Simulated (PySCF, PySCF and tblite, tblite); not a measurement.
# aniline (C₆H₇N): conformers and averaged spectra, part 2 of 2

PySCF and tblite. Atoms count from 0.

## 5. The ensemble: properties at PBE0/pcSseg-1 in chloroform

Job settings and geometry (Å):

```
{"job": {"study": "conf", "smiles": "Nc1ccccc1", "search": {"seed": 877, "n_embed": 60, "ff_keep": 14, "window": 1.5, "nmax": 10, "temps": [100, 298.15, 400, 500, 800], "t_ref": 298.15, "order": 0.002, "w0": 50.0}, "level": {"nmr": {"xc": "PBE0", "basis": "pcSseg-1", "solvent": "chloroform"}, "j": {"xc": "B3LYP", "basis": {"default": "6-31G*", "H": "pcJ-1"}, "nuclei": ["H", "F", "P", "Si", "B"]}}, "kind": "conf"}, "charge": 0, "multiplicity": 1}
N     -2.257724    -0.335256    -0.246391
C     -0.900453    -0.133448    -0.086109
C     -0.025382    -1.217520    -0.014581
C      1.337289    -1.011727     0.071230
C      1.854393     0.273062     0.090111
C      0.991374     1.354165     0.021124
C     -0.372609     1.157666    -0.064989
H     -2.609313    -1.236982     0.032205
H     -2.854342     0.438861    -0.003291
H     -0.425857    -2.221764    -0.028330
H      2.001401    -1.862282     0.127240
H      2.920120     0.430265     0.159791
H      1.383978     2.360692     0.037971
H     -1.043554     2.003796    -0.118145
```

The program printed:

```text
conformer  sym    E(xTB)   E(DFT)   G(298.15 K)  weight  dipole/D
    1     Cs      0.000    0.000    0.000   1.0000    2.189

mean shielding (ppm) by class
class atoms           100 K   298.15 K      400 K      500 K      800 K
  0 N  0            190.793    190.793    190.793    190.793    190.793
  1 C  1             33.498     33.498     33.498     33.498     33.498
  2 C  2,6           69.939     69.939     69.939     69.939     69.939
  3 C  3,5           51.684     51.684     51.684     51.684     51.684
  4 C  4             66.211     66.211     66.211     66.211     66.211
  5 H  7,8           27.884     27.884     27.884     27.884     27.884
  6 H  9,13          24.782     24.782     24.782     24.782     24.782
  7 H  10,12         24.172     24.172     24.172     24.172     24.172
  8 H  11            24.806     24.806     24.806     24.806     24.806
```

Run time: 42 s. Hardware: 1 thread of AMD EPYC 7R43, shared host. This counts the runs that the step sums up.

The search (ETKDG and KDG, MMFF94s, GFN2-xTB) embedded 60 structures, kept 1 distinct ones after the force field and 1 after xTB; 1 was carried on (window 1.5 kcal/mol at the search's own energies). Energies: PBE0/pcSseg-1 in chloroform with D3(BJ).

Conformer by conformer (298 K):

```
no.  group  mirror pair  ΔE xTB  ΔE DFT    ΔG  weight (%)  μ (D)  H7–N0–C1–C2 (°)     A, B, C (GHz)
  1     Cs           no    0.00    0.00  0.00       100.0   2.19               22  5.69, 2.64, 1.80
```

Energies in kcal/mol. ΔG holds xTB vibrations and rotation, symmetry numbers and mirror pairs.

Shifts against references run at the same level (¹³C TMS 187.6, ¹H TMS 31.70, ¹⁵N NH3 269.8 ppm of shielding), by class of atoms, at 298 K:

```
   atoms                           environment  average  measured
      C1      aromatic carbon bearing nitrogen    154.1         –
  C3, C5                           aromatic CH    135.9         –
      C4                           aromatic CH    121.4         –
  C2, C6                           aromatic CH    117.7         –
H10, H12            hydrogen on an aromatic CH     7.53      7.13
 H9, H13            hydrogen on an aromatic CH     6.92      6.63
     H11            hydrogen on an aromatic CH     6.89      6.73
  H7, H8  hydrogen on an aniline-type nitrogen     3.81         –
      N0                 aniline-type nitrogen     79.1         –
```

Measured: solution, not stated in the table (CDCl3 in this author's series); The use of chemical shift calculations in the conformational analysis of substituted benzenes, New J. Chem. 2019 (ESI).

Couplings (Hz, B3LYP/6-31G*+pcJ-1; one pair named for each class), from conformers that hold 100 % of the weight:

```
   pair  bonds  average
 H9–H10      3      8.9
H10–H11      3      8.4
 H9–H13      4      1.8
H10–H12      4      0.6
```

Effective distances for nuclear Overhauser effects, ⟨r⁻⁶⟩^(−1/6) over all pairs of two classes (Å): H10···H11 2.47; H7···H9 2.65; H9···H10 2.75.

## 6. Shieldings, conformer 1: wB97X/pcSseg-1 in methanol

Job settings and geometry (Å):

```
{"job": {"xc": "wB97X", "basis": "pcSseg-1", "solvent": "methanol", "kind": "nmr", "pop": false}, "charge": 0, "multiplicity": 1}
N     -2.257724    -0.335256    -0.246391
C     -0.900453    -0.133448    -0.086109
C     -0.025382    -1.217520    -0.014581
C      1.337289    -1.011727     0.071230
C      1.854393     0.273062     0.090111
C      0.991374     1.354165     0.021124
C     -0.372609     1.157666    -0.064989
H     -2.609313    -1.236982     0.032205
H     -2.854342     0.438861    -0.003291
H     -0.425857    -2.221764    -0.028330
H      2.001401    -1.862282     0.127240
H      2.920120     0.430265     0.159791
H      1.383978     2.360692     0.037971
H     -1.043554     2.003796    -0.118145
```

The program printed:

```text
coarse grid: 11920 points
cycle   1  E = -287.4266881214  dE =  1.664e+00  |g| = 3.117e-01  |ddm| = 3.610e+00
cycle   2  E = -287.4512521245  dE = -2.456e-02  |g| = 1.725e-01  |ddm| = 5.842e-01
cycle   3  E = -287.4573459920  dE = -6.094e-03  |g| = 4.572e-02  |ddm| = 1.476e-01
cycle   4  E = -287.4578814083  dE = -5.354e-04  |g| = 1.396e-02  |ddm| = 7.636e-02
cycle   5  E = -287.4579311849  dE = -4.978e-05  |g| = 2.707e-03  |ddm| = 1.685e-02
cycle   6  E = -287.4579343600  dE = -3.175e-06  |g| = 8.206e-04  |ddm| = 5.558e-03
final grid: 115848 points
cycle   7  E = -287.5012401495  dE = -1.181e-04  |g| = 4.412e-03  |ddm| = 5.827e-02
cycle   8  E = -287.5012426615  dE = -2.512e-06  |g| = 3.290e-03  |ddm| = 6.481e-03
cycle   9  E = -287.5012446647  dE = -2.003e-06  |g| = 5.146e-04  |ddm| = 1.965e-03
cycle  10  E = -287.5012447481  dE = -8.343e-08  |g| = 1.660e-04  |ddm| = 8.499e-04
cycle  11  E = -287.5012447564  dE = -8.309e-09  |g| = 4.091e-05  |ddm| = 1.981e-04
cycle  12  E = -287.5012447584  dE = -1.944e-09  |g| = 2.237e-05  |ddm| = 1.410e-04
cycle  13  E = -287.5012447587  dE = -3.661e-10  |g| = 6.690e-06  |ddm| = 6.219e-05
converged SCF energy = -287.5012447587

GIAO shielding tensors (ppm)
atom      isotropic    diamagn.    paramagn.     s11        s22        s33       span
  0 N      198.920     318.250    -119.330    167.196    170.392    259.174     91.978
  1 C       32.357     253.064    -220.707    -64.108      3.424    157.755    221.863
  2 C       71.477     253.915    -182.438    -19.269     63.967    169.734    189.003
  3 C       51.499     254.139    -202.640    -64.351     37.932    180.917    245.267
  4 C       67.880     254.495    -186.615    -37.909     58.388    183.161    221.070
  5 C       51.523     254.137    -202.614    -64.314     37.952    180.932    245.246
  6 C       71.487     253.919    -182.432    -19.257     63.973    169.745    189.002
  7 H       27.892      31.048      -3.156     20.823     26.525     36.328     15.506
  8 H       27.894      31.048      -3.154     20.825     26.527     36.330     15.505
  9 H       24.714      31.909      -7.195     20.890     24.845     28.407      7.518
 10 H       24.116      30.270      -6.154     21.087     24.533     26.728      5.642
 11 H       24.832      30.410      -5.577     21.700     26.011     26.786      5.087
 12 H       24.118      30.272      -6.154     21.088     24.536     26.730      5.641
 13 H       24.715      31.909      -7.194     20.891     24.845     28.409      7.519
```

Wall time 23 s (1 thread of AMD EPYC 7R43, shared host); peak memory 0.92 GiB.

This run: HOMO -8.08 eV, LUMO 1.95 eV; dipole 2.21 D.

## 7. Single-point energy, conformer 1: PBE0/cc-pVDZ in methanol

The job, as its differences from that of step 6:

```diff
@@ -1,2 +1,2 @@
-{"job": {"xc": "wB97X", "basis": "pcSseg-1", "solvent": "methanol", "kind": "nmr", "pop": false}, "charge": 0, "multiplicity": 1}
+{"job": {"xc": "PBE0", "basis": "cc-pVDZ", "solvent": "methanol", "kind": "sp"}, "charge": 0, "multiplicity": 1}
 N     -2.257724    -0.335256    -0.246391
```

The program printed:

```text
coarse grid: 11920 points
cycle   1  E = -287.2406461854  dE =  1.281e+00  |g| = 3.946e-01  |ddm| = 7.458e+00
cycle   2  E = -287.2451798365  dE = -4.534e-03  |g| = 3.855e-01  |ddm| = 1.564e+00
cycle   3  E = -287.2827397825  dE = -3.756e-02  |g| = 4.238e-02  |ddm| = 6.917e-01
cycle   4  E = -287.2829912253  dE = -2.514e-04  |g| = 2.875e-02  |ddm| = 1.074e-01
cycle   5  E = -287.2832184366  dE = -2.272e-04  |g| = 3.787e-03  |ddm| = 4.978e-02
cycle   6  E = -287.2832219723  dE = -3.536e-06  |g| = 1.327e-03  |ddm| = 8.026e-03
final grid: 115848 points
cycle   7  E = -287.2927535139  dE = -3.265e-05  |g| = 7.661e-03  |ddm| = 7.166e-02
cycle   8  E = -287.2927539236  dE = -4.097e-07  |g| = 7.870e-03  |ddm| = 2.836e-02
cycle   9  E = -287.2927687140  dE = -1.479e-05  |g| = 7.085e-04  |ddm| = 1.345e-02
cycle  10  E = -287.2927688298  dE = -1.159e-07  |g| = 2.410e-04  |ddm| = 1.489e-03
cycle  11  E = -287.2927688438  dE = -1.401e-08  |g| = 4.187e-05  |ddm| = 3.629e-04
cycle  12  E = -287.2927688441  dE = -2.674e-10  |g| = 2.612e-05  |ddm| = 1.043e-04
converged SCF energy = -287.2927688441
```

Run time: 7.2 s. Hardware: 1 thread of AMD EPYC 7R43, shared host; peak memory 0.71 GiB.

This run: HOMO -5.73 eV, LUMO 0.13 eV; dipole 2.47 D.

## 8. Boltzmann average: properties at wB97X/pcSseg-1 in methanol

Job settings and geometry (Å):

```
{"job": {"study": "conf", "smiles": "Nc1ccccc1", "search": {"seed": 877, "n_embed": 60, "ff_keep": 14, "window": 1.5, "nmax": 10, "temps": [100, 298.15, 400, 500, 800], "t_ref": 298.15, "order": 0.002, "w0": 50.0}, "level": {"nmr": {"xc": "wB97X", "basis": "pcSseg-1", "solvent": "methanol"}, "sp": {"xc": "PBE0", "basis": "cc-pVDZ", "solvent": "methanol"}, "change": "wB97X/pcSseg-1; solvent methanol; energies PBE0/cc-pVDZ", "top": 4}, "kind": "conf"}, "charge": 0, "multiplicity": 1}
N     -2.257724    -0.335256    -0.246391
C     -0.900453    -0.133448    -0.086109
C     -0.025382    -1.217520    -0.014581
C      1.337289    -1.011727     0.071230
C      1.854393     0.273062     0.090111
C      0.991374     1.354165     0.021124
C     -0.372609     1.157666    -0.064989
H     -2.609313    -1.236982     0.032205
H     -2.854342     0.438861    -0.003291
H     -0.425857    -2.221764    -0.028330
H      2.001401    -1.862282     0.127240
H      2.920120     0.430265     0.159791
H      1.383978     2.360692     0.037971
H     -1.043554     2.003796    -0.118145
```

The program printed:

```text
conformer  sym    E(xTB)   E(DFT)   G(298.15 K)  weight  dipole/D
    1     Cs      0.000    0.000    0.000   1.0000    2.471

mean shielding (ppm) by class
class atoms           100 K   298.15 K      400 K      500 K      800 K
  0 N  0             198.92     198.92     198.92     198.92     198.92
  1 C  1             32.357     32.357     32.357     32.357     32.357
  2 C  2,6           71.482     71.482     71.482     71.482     71.482
  3 C  3,5           51.511     51.511     51.511     51.511     51.511
  4 C  4              67.88      67.88      67.88      67.88      67.88
  5 H  7,8           27.893     27.893     27.893     27.893     27.893
  6 H  9,13          24.714     24.714     24.714     24.714     24.714
  7 H  10,12         24.117     24.117     24.117     24.117     24.117
  8 H  11            24.832     24.832     24.832     24.832     24.832
```

Wall time 30 s (1 thread of AMD EPYC 7R43, shared host). This counts the runs that the step sums up.

Against the first level, at 298 K (shieldings, ppm; largest changes first):

```
   atoms  PBE0/pcSseg-1 in chloroform  wB97X/pcSseg-1 in methanol  change
      N0                        190.8                       198.9    +8.1
      C4                         66.2                        67.9    +1.7
  C2, C6                         69.9                        71.5    +1.5
      C1                         33.5                        32.4    -1.1
  C3, C5                         51.7                        51.5    -0.2
 H9, H13                        24.78                       24.71   -0.07
H10, H12                        24.17                       24.12   -0.05
     H11                        24.81                       24.83   +0.03
  H7, H8                        27.88                       27.89   +0.01
```

Weights: from PBE0/pcSseg-1 in chloroform energies 1: 100 %; from PBE0/cc-pVDZ in methanol energies 1: 100 % (with a dispersion term where the level has one and the same thermal terms, so they don't follow from the SCF energies alone). Times: 42 s and 30 s.

## 9. Outcome

What follows sums up all 2 parts.

```
                                         quantity                                                 value
                                       conformers  1; the first in weight is no. 1 (Cs), 100 % at 298 K
                          root-mean-square dipole                                                2.19 D
averaged ¹³C shifts (PBE0/pcSseg-1 in chloroform)                        154.1, 135.9, 121.4, 117.7 ppm
 averaged ¹H shifts (PBE0/pcSseg-1 in chloroform)                            7.53, 6.92, 6.89, 3.81 ppm
```

**Reading.** The search found one conformer in the window, so the averages are its own values. Against 3 measured ¹H shifts the average misses by 0.28 ppm. Vibration is missing from the shifts, so part of that gap is not the functional's. Protons on O, N, S or Se exchange and bind to solvent, so their values hold for the lone molecule only. Going from PBE0/pcSseg-1 in chloroform to wB97X/pcSseg-1 in methanol moves N0 most, by 8.1 ppm of raw shielding.
